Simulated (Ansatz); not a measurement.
# BaTiO3 (P1) in Ansatz: notebook

The runs below take BaTiO3 through relaxation of cell and atoms, with r2SCAN.

All numbers are computed with Ansatz 0.2.0; they aren't measurements. Logs are shortened: lines on timing, memory, paths and dates and some standing lists are left out, and cuts for length are marked.

## 1. The cell of the first run

The typed cell holds 5 atoms: a = 4.007 Å, b = 4.007 Å, c = 4.007 Å, α = 90.00°, β = 90.00°, γ = 90.00°.

## 2. Relaxation of cell and atoms, r2SCAN, target pressure 5 GPa, at which the enthalpy is minimised (all atoms moved at random, sigma 0.15 Å a component)

Contents of input.yaml:

```yaml
crystal:
  lattice:
    - [4.0073, 0.0, 0.0]
    - [0.0, 4.0073, 0.0]
    - [0.0, 0.0, 4.0073]
  atoms:
    - { symbol: Ba, position: [0.50902945, 0.45529112, 0.50667874] }
    - { symbol: Ti, position: [0.9437351, 0.06997977, 0.9543125] }
    - { symbol: O, position: [0.52053492, 0.00683198, 0.05543194] }
    - { symbol: O, position: [0.01264702, 0.49196782, 0.05272359] }
    - { symbol: O, position: [0.01405351, 0.97592931, 0.43085324] }
hamiltonian:
  xc: r2scan
  pseudopotentials: { kind: paw }
kpoints:
  mp_grid: { grid: [7, 7, 7] }
scf:
  occupations: { method: fermi_dirac, width: 0.05 }
output:
  forces: true
  stress: true
  eigenvalues: true
  write_density: true
  write_potential: true
  elf: true
  volumetric_format: npy
relax:
  f_tol: 0.01
  max_steps: 40
  cell: { stress_tol: 0.05, p_target: 5.0 }
```

Potentials or basis: Ansatz PAW.

Command:

```sh
$ ansatz run input.yaml --threads 2 --pin off --max-ram 5632MiB --backend cpu --events-out ev --progress --plain --runs-dir out
```

Log:

```text
Warning: RAYON_NUM_THREADS=2 ignored (pool sized by the plan → 2); use --threads N
Engine: ansatz 0.2.0, x86_64-unknown-linux-gnu
Pseudopotentials: kind: paw
Pseudopotential: Ba, paw, valence charge 10, recommended cutoff 500 eV (meta_gga), Ba.paw.azcp
Pseudopotential: Ti, paw, valence charge 12, recommended cutoff 500 eV (meta_gga), Ti.paw.azcp
Pseudopotential: O, paw, valence charge 6, recommended cutoff 500 eV (meta_gga), O.paw.azcp
Functional definition: r2SCAN
  parameter k0 = 0.174
  parameter k1 = 0.065
  parameter a1 = 4.9479
  exchange = r2scan_x(k0 = k0, k1 = k1, a1 = a1)
  correlation = r2scan_c
Crystal: 5 atoms, lattice volume = 64.351 Å³
Basis set: ecut = 500 eV, 1647 PW (Γ), exchange–correlation on 120×120×120 points (64 copies of the dense FFT grid, shifted against one another)
Bands: 25, of which v1, the nominal top of the filled ones, is band 20 counted from 1 (19 counted from 0)
Symmetry: 1 space group operations
Space group: P1 (ITA 1), of the structure as read, at distance tolerance 4.0e-5 Å
k-points: 172 of 343 (time reversal used)
Non-local potential: Ba, projectors of the file, l = 0: 3, l = 1: 2, l = 2: 2, l = 3: 2
Non-local potential: Ti, projectors of the file, l = 0: 3, l = 1: 2, l = 2: 3, l = 3: 1
Non-local potential: O, projectors of the file, l = 0: 2, l = 1: 2, l = 2: 1
PAW form: soft (Blöchl's): semilocal exchange-correlation on the pseudo side does not see the compensation charge
PAW frozen core: Ba, regenerated for the run's functional (the file was generated under x = pbe(κ = 0.804, μ = 0.2195149727645171), c = pbe(β = 0.06672455060314922))
PAW frozen core: Ti, regenerated for the run's functional (the file was generated under x = pbe(κ = 0.804, μ = 0.2195149727645171), c = pbe(β = 0.06672455060314922))
PAW frozen core: O, regenerated for the run's functional (the file was generated under x = pbe(κ = 0.804, μ = 0.2195149727645171), c = pbe(β = 0.06672455060314922))
PAW one-centre angular grid: Ba, 302 points (default); XC on 160 Gauss nodes
PAW one-centre angular grid: Ti, 590 points (default); XC on 160 Gauss nodes
PAW one-centre angular grid: O, 302 points (default); XC on 160 Gauss nodes
Initial density: superposition of atomic densities (neutral atoms: chi_scale 0, normalization atom), corrected by the library's trained network
Initial wavefunctions: pseudopotential atomic-orbital guess
Functional: x = r2scan, c = r2scan; τ floored in thin density (d = 2e-4 eV/Å³)
SCF iter   1: F=—  HF=-10181.650749 eV  |F-HF|=—  |Δ(HF+E_count)|=         —  Δρ=2.35e-2  dr2=4.62e-1  dr2_τ=2.89e-1  ethr=1.77e-3  ⟨swp⟩=6.0  Hψ=21869  notcnv=0
preconditioner: auto → Resta (q_TF=auto, 2.520 Å⁻¹)  ε∞=4.9  [insulator: Δε(μ)=3.683 eV  Ē_g=13.239 eV  σ=0.050 eV  W_gap=1.00  n_scr=18 (ndim 8)  ℏωp=26.2 eV  f_vac=0.000  D(μ)=0.00/eV (n_scr^D=0)  ε∞_Penn≈4.9]
SCF iter   2: F=—  HF=-10181.762269 eV  |F-HF|=—  |Δ(HF+E_count)|=   1.12e-1  Δρ=1.34e-2  dr2=7.90e-2  dr2_τ=2.76e-2  ethr=1.15e-3  ⟨swp⟩=3.4  Hψ=9704  notcnv=0  defer=172
SCF iter   3: F=—  HF=-10181.751496 eV  |F-HF|=—  |Δ(HF+E_count)|=   1.08e-2  Δρ=3.94e-3  dr2=7.80e-3  dr2_τ=5.05e-4  ethr=1.97e-4  ⟨swp⟩=2.1  Hψ=6373  notcnv=0  defer=172
SCF iter   4: F=—  HF=-10181.750571 eV  |F-HF|=—  |Δ(HF+E_count)|=   9.25e-4  Δρ=1.82e-3  dr2=1.73e-3  dr2_τ=2.10e-4  ethr=1.95e-5  ⟨swp⟩=2.0  Hψ=7062  notcnv=0  defer=172
SCF iter   5: F=—  HF=-10181.750331 eV  |F-HF|=—  |Δ(HF+E_count)|=   2.40e-4  Δρ=5.14e-4  dr2=1.48e-4  dr2_τ=1.22e-5  ethr=4.33e-6  ⟨swp⟩=2.1  Hψ=5529  notcnv=0  defer=172
SCF iter   6: F=—  HF=-10181.750325 eV  |F-HF|=—  |Δ(HF+E_count)|=   5.51e-6  Δρ=1.80e-4  dr2=1.91e-5  dr2_τ=3.06e-6  ethr=3.71e-7  ⟨swp⟩=2.0  Hψ=6364  notcnv=0  defer=172
SCF iter   7: F=—  HF=-10181.750325 eV  |F-HF|=—  |Δ(HF+E_count)|=   3.25e-7  Δρ=7.32e-5  dr2=4.03e-6  dr2_τ=1.79e-7  ethr=4.79e-8  ⟨swp⟩=2.1  Hψ=6523  notcnv=0  defer=172
SCF iter   8: F=-10181.750325 eV  HF=-10181.750325 eV  |F-HF|=5.61e-8  |Δ(HF+E_count)|=   2.29e-7  Δρ=1.14e-5  dr2=9.45e-8  dr2_τ=9.38e-9  ethr=2.50e-10  ⟨swp⟩=12.6  Hψ=34999  notcnv=0
SCF 1 converged in 8 iterations: F = -10181.750325 eV  dr2 = 9.45e-8
relax step   1: F+E_penalty+E_count = -10181.75032451 eV  Δ(F+E_penalty+E_count) = +0.000e0 eV  max|allowed force component| = 3.828e0 eV/Å  Δτ_max = 0.0000 Å  P = +9.007 GPa  Ω = 64.351 Å³  (8 SCF iters, dr2 threshold 1.00e-7 eV, accepted)
Crystal: 5 atoms, lattice volume = 65.487 Å³
Basis set: ecut = 500 eV, 1691 PW (Γ), exchange–correlation on 120×120×120 points (64 copies of the dense FFT grid, shifted against one another)
[... 76 lines left out ...]
SCF iter   6: F=—  HF=-10183.802010 eV  |F-HF|=—  |Δ(HF+E_count)|=   5.35e-7  Δρ=2.43e-5  dr2=2.96e-7  dr2_τ=4.71e-8  ethr=6.53e-10  ⟨swp⟩=9.3  Hψ=32159  notcnv=0
SCF iter   7: F=-10183.802010 eV  HF=-10183.802010 eV  |F-HF|=2.32e-9  |Δ(HF+E_count)|=   4.70e-8  Δρ=5.61e-6  dr2=6.81e-9  dr2_τ=8.06e-10  ethr=6.53e-10  ⟨swp⟩=8.9  Hψ=28950  notcnv=0
SCF 7 converged in 7 iterations: F = -10183.802010 eV  dr2 = 6.81e-9
relax step   7: F+E_penalty+E_count = -10183.80201025 eV  Δ(F+E_penalty+E_count) = -2.920e-4 eV  max|allowed force component| = 2.767e-3 eV/Å  Δτ_max = 0.0097 Å  P = +5.014 GPa  Ω = 62.694 Å³  energy of the carried Pulay correction = +8.655e-4 eV  (7 SCF iters, dr2 threshold 2.61e-7 eV, accepted)
Initial wavefunctions: pseudopotential atomic-orbital guess (no wavefunctions were taken with the density)
iter 1 solved again at ethr=2.42e-8 eV; its pass at ethr=3.10e-3 eV (dr2=9.68e-6 eV) is discarded
SCF iter   1: F=—  HF=-10183.801283 eV  |F-HF|=—  |Δ(HF+E_count)|=         —  Δρ=7.13e-5  dr2=3.04e-7  dr2_τ=1.66e-6  ethr=2.42e-8  ⟨swp⟩=3.0  Hψ=33454  notcnv=0
preconditioner: auto → Resta (q_TF=auto, 2.531 Å⁻¹)  ε∞=5.3  [insulator: Δε(μ)=2.687 eV  Ē_g=12.856 eV  σ=0.050 eV  W_gap=1.00  n_scr=18 (ndim 8)  ℏωp=26.5 eV  f_vac=0.000  D(μ)=0.00/eV (n_scr^D=0)  ε∞_Penn≈5.3]
SCF iter   2: F=—  HF=-10183.801284 eV  |F-HF|=—  |Δ(HF+E_count)|=   1.28e-6  Δρ=3.73e-5  dr2=8.85e-8  dr2_τ=1.10e-7  ethr=7.61e-10  ⟨swp⟩=2.4  Hψ=7386  notcnv=0
SCF iter   3: F=—  HF=-10183.801284 eV  |F-HF|=—  |Δ(HF+E_count)|=   1.75e-7  Δρ=6.23e-6  dr2=1.64e-8  dr2_τ=3.28e-9  ethr=2.21e-10  ⟨swp⟩=2.0  Hψ=6880  notcnv=0
SCF iter   4: F=—  HF=-10183.801284 eV  |F-HF|=—  |Δ(HF+E_count)|=   1.74e-9  Δρ=1.26e-6  dr2=1.03e-9  dr2_τ=1.53e-10  ethr=4.09e-11  ⟨swp⟩=2.0  Hψ=6294  notcnv=0
SCF iter   5: F=—  HF=-10183.801284 eV  |F-HF|=—  |Δ(HF+E_count)|=  4.73e-11  Δρ=4.05e-7  dr2=7.43e-11  dr2_τ=7.47e-12  ethr=2.57e-12  ⟨swp⟩=2.2  Hψ=7754  notcnv=0
SCF iter   6: F=-10183.801284 eV  HF=-10183.801284 eV  |F-HF|=1.09e-11  |Δ(HF+E_count)|=  5.64e-11  Δρ=1.66e-7  dr2=1.59e-11  dr2_τ=2.30e-12  ethr=1.00e-12  ⟨swp⟩=6.1  Hψ=19787  notcnv=0
SCF 8 converged in 6 iterations: F = -10183.801284 eV  dr2 = 1.59e-11
relax step   8: F+E_penalty+E_count = -10183.80128409 eV  Δ(F+E_penalty+E_count) = +7.262e-4 eV  max|allowed force component| = 3.029e-3 eV/Å  Δτ_max = 0.0000 Å  P = +5.006 GPa  Ω = 62.694 Å³  stress off target by 2.47e-2 GPa  SCF on the basis re-selected at this cell (its energy is not comparable with the rows above)  (6 SCF iters)
basis re-selected at this cell: Δ(F+E_penalty+E_count) = +7.262e-4 eV, ΔP = -0.008 GPa vs the last step (what re-selecting the basis moved, of the pressure what is left beyond the Pulay correction that the steps carried, after the strain that the cell walked since its last selection, with what the two solves' SCF thresholds leave and, on support functions, any second-order correction that the steps lacked; it is no measure of the basis error at this ecutwfc). This SCF's stress stands 2.47e-2 GPa from its target on what of the cell is left free (relax.cell.stress_tol is 5.00e-2 GPa) and its largest allowed force component is 3.03e-3 eV/Å (relax.f_tol is 1.00e-2 eV/Å): within both
SCF converged after 6 iterations
Free energy (F): -10183.801284 eV
Harris-Foulkes:  -10183.801284 eV  (|F-HF|=1.09e-11)
Internal energy: -10183.801284 eV  (E = F + TS)
E sigma→0 (E₀):  -10183.801284 eV
Fermi energy:    11.600536 eV
--- Per-component energies (eV) ---
  E_band       = -160.044972
  E_kinetic    = 977.371226
  E_local      = -2078.501789  (includes V_loc(G=0)·N_el)
  E_nonlocal   = 199.875463
  E_hartree    = 815.830688
  E_xc         = -476.260369
  E_vxc        = -605.519124  (∫ρ·V_xc dr)
  E_paw        = -6785.577466  (= ΣΔE_a)
  E_vpaw       = -321.679037  (= ΣTr[D̂ρ^β])
  E_aug_tail   = 0.003223  (compensation charges beyond the density's cutoff)
  E_vtau       = 36.743661  (kinetic-family band-sum trace: ∫τ·v_τ [+ j·A + Jᵃ·Aᵃ] dr)
  E_ewald      = -2836.263397
  E_core_change = -0.278864  (= ΣΔE_core)
  E_smearing   = -0.000000  (= −TS)
  E_closure    = 0.000000  (closes the sum)
  Σ components = -10183.801284   (vs F -10183.801284, Δ=0.00e0)
--- Forces (eV/Å), atoms counted from 1 ---
  atom   1  Ba    -0.00075105     0.00073061     0.00022957
  atom   2  Ti     0.00153410    -0.00200307    -0.00301822
  atom   3  O     -0.00111596    -0.00011625     0.00024672
  atom   4  O      0.00049673     0.00131489     0.00046539
  atom   5  O     -0.00022458     0.00013292     0.00212995
  max |Σ_I F_I| component: 6.08e-5 eV/Å
--- Stress (GPa, compression-positive) ---
        5.020911      -0.006966       0.000215
       -0.006966       5.011146      -0.004792
        0.000215      -0.004792       4.987117
  P = ⅓ Tr σ = 5.0064 GPa (50.064 kbar)
--- Band table (eV; the first three rows and the last of 172) ---
  k-point 0: bands = ["-48.2441", "-23.4343", "-23.4323", "-23.4291", "-14.9532", "-7.5481", "-6.9378", "-6.9357", "0.2648", "0.2663", "0.2670", "8.0198", "8.0213", "8.0237", "8.9613", "8.9628", "9.1116", "9.9280", "10.0162", "10.0172", "12.8977", "12.9082", "13.0115", "15.0852", "15.0879"]
  k-point 1: bands = ["-48.2439", "-23.4459", "-23.4318", "-23.4291", "-14.9257", "-7.5668", "-6.9298", "-6.9121", "0.3002", "0.3009", "0.3484", "7.6592", "7.9605", "7.9697", "8.7520", "8.7757", "8.9843", "9.5503", "9.9048", "9.9261", "12.9381", "13.2299", "13.2417", "15.0846", "15.6242"]
  k-point 2: bands = ["-48.2434", "-23.4728", "-23.4308", "-23.4282", "-14.8624", "-7.6800", "-6.9160", "-6.7705", "0.3782", "0.3805", "0.5347", "6.8858", "7.7579", "7.7719", "8.4419", "8.4834", "8.7080", "8.9554", "9.6452", "9.6830", "12.9940", "13.8555", "13.9235", "15.0804", "16.4791"]
  k-point 171: bands = ["-48.2426", "-23.4904", "-23.4431", "-23.4400", "-14.7752", "-7.6182", "-6.8646", "-6.6762", "0.2501", "0.4300", "0.6124", "6.2431", "7.2332", "7.5047", "7.5231", "7.9570", "8.7267", "9.2051", "9.2568", "9.3831", "13.5778", "14.4490", "14.4766", "15.8587", "17.3929"]
--- Relaxed structure (7 steps of the walk, 7 accepted, 1 SCFs on fresh bases) ---
  F+E_penalty+E_count = -10183.80128409 eV   max|allowed force component| = 3.029e-3 eV/Å   (the final SCF, on the basis selected at the relaxed cell)
  cell:  # Å, volume = 62.6939 Å³
    - [3.9709856816620737, -0.0030362786840892465, -0.0032944490551421826]
    - [-0.0030362786840892465, 3.972082989914249, 0.0034292136123252586]
    - [-0.0032944490551421826, 0.0034292136123252586, 3.9747457741977055]
  atoms:
    - { symbol: Ba, position: [0.4955373366963971, 0.5045518146938065, 0.5047772266127739] }
    - { symbol: Ti, position: [0.985436784242132, 0.014812538551250788, 1.0153981464243715] }
    - { symbol: O, position: [0.5100332517999931, -0.004625412014657649, -0.004773345367232182] }
    - { symbol: O, position: [0.004518732173032333, 0.4897855526754084, -0.0047502796975974005] }
    - { symbol: O, position: [0.0044738950884457614, 0.9954755060941919, 0.48934826202768444] }
```

It took 4.1 min on 2 threads of Intel Xeon Platinum 8259CL at 2.50GHz (Skylake/Cascade Lake), shared host; peak memory 0.74 GiB.

Results:

```yaml
Free_energy: -10183.8013 eV
Relaxed_volume: 12.54 Å³/atom
Relaxed_cell: a = 3.971 Å, b = 3.972 Å, c = 3.975 Å, α = 89.90°, β = 90.10°, γ = 90.09°
Space_group_after_relaxing_to_0.05_Å: R3m (No. 160)
Energy_change_on_relaxing_the_enthalpy_is_what_falls: -410.2 meV/atom
Ionic_steps: 8
Pressure_after_relaxing: 5.0 GPa
Largest_force_after_relaxing: 0.004 eV/Å
Band_gap_on_the_k_mesh: 2.69 eV, indirect (least direct gap 2.88 eV)
```

Forces in eV/Å, atoms in the order of the input:
```
Ba  -0.001  0.001  0.000
Ti   0.002 -0.002 -0.003
O   -0.001  0.000  0.000
O    0.000  0.001  0.000
O    0.000  0.000  0.002
```

Step by step:
```
step  energy change (eV)  largest force (eV/Å)  volume (Å³)
   1              0.0000                4.4740        64.35
   2             -1.8085                1.5731        65.49
   3             -2.0246                0.3895        62.70
   4             -2.0614                0.1791        63.39
   5             -2.0664                0.1398        63.43
   6             -2.0514                0.0196        62.69
   7             -2.0517                0.0034        62.69
   8             -2.0510                0.0039        62.69
```

Final structure:
```
Ba Ti O
1.0
     3.97099   -0.00304   -0.00329
    -0.00304    3.97208    0.00343
    -0.00329    0.00343    3.97475
Ba Ti O
1 1 3
Direct
  0.49554 0.50455 0.50478
  0.98544 0.01481 0.01540
  0.51003 0.99537 0.99523
  0.00452 0.48979 0.99525
  0.00447 0.99548 0.48935
```

Caveat: odd divisions of the mesh miss points on the zone boundary, where band edges often lie, so the gap on the mesh can be too wide; the plane-wave basis is chosen anew once the cell has moved, so the energies of steps on either side of that aren't comparable; spin-orbit coupling is left out, which moves the levels of the heavy elements; the PAW data sets come from PBE, with cores solved anew for the run's functional, which leaves a small shift of forces and pressure. A k mesh can miss the band edges.

(Continued in part 2 of 2.)
